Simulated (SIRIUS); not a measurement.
Runs of SIRIUS 7.12.0 on Cu. The structure is cubic, space group Fm-3m (No. 225). The conventional cell has a = 3.615 Å, b = 3.615 Å, c = 3.615 Å, α = 90.00°, β = 90.00°, γ = 90.00°. Cu (site symmetry m-3m) is surrounded by 12 Cu at 2.56 Å. 

```tsv
task	level	cell	cutoff (eV)	muffin tin radii	basis cutoff (gk_cutoff)	reference energy of the basis	start of the SCF	gap on the mesh (eV)	V0 of scaled cells (Å³/atom)	B0 (GPa)
equation of state	PBEsol	as given	194	Cu 2.33 bohr	3.78 1/bohr	-	-	-	11.30	174
single point	PBEsol	as given	194	Cu 2.33 bohr	3.78 1/bohr	0.22 Ha	LDA density	none	-	-
equation of state	RPBE	as given	194	Cu 2.33 bohr	3.78 1/bohr	-	-	-	12.36	(c)
equation of state	WC	as given	194	Cu 2.33 bohr	3.78 1/bohr	-	-	-	11.35	172
single point	PBEsol	cell strained at random	200	Cu 2.3 bohr	3.83 1/bohr	0.22 Ha	LDA density	none	-	-
equation of state	AM05	as given	194	Cu 2.33 bohr	3.78 1/bohr	-	-	-	(b)	172
equation of state	revPBE	as given	194	Cu 2.33 bohr	3.78 1/bohr	-	-	-	12.23	127
equation of state	PW91	as given	194	Cu 2.33 bohr	3.78 1/bohr	-	-	-	11.91	(a)
```

Alike in all rows: potentials or basis all-electron FP-LAPW, apw+lo standard; no spin polarisation; k mesh 13 × 13 × 13; smearing fermi-dirac 0.05 eV.

Problem. Estimate the missing entries.

Solution. (a) 142; (b) 11.27; (c) 122.

A gap of «none» marks a metal or a gap under the smearing width.

Runs at the PBE level aren't shown here.
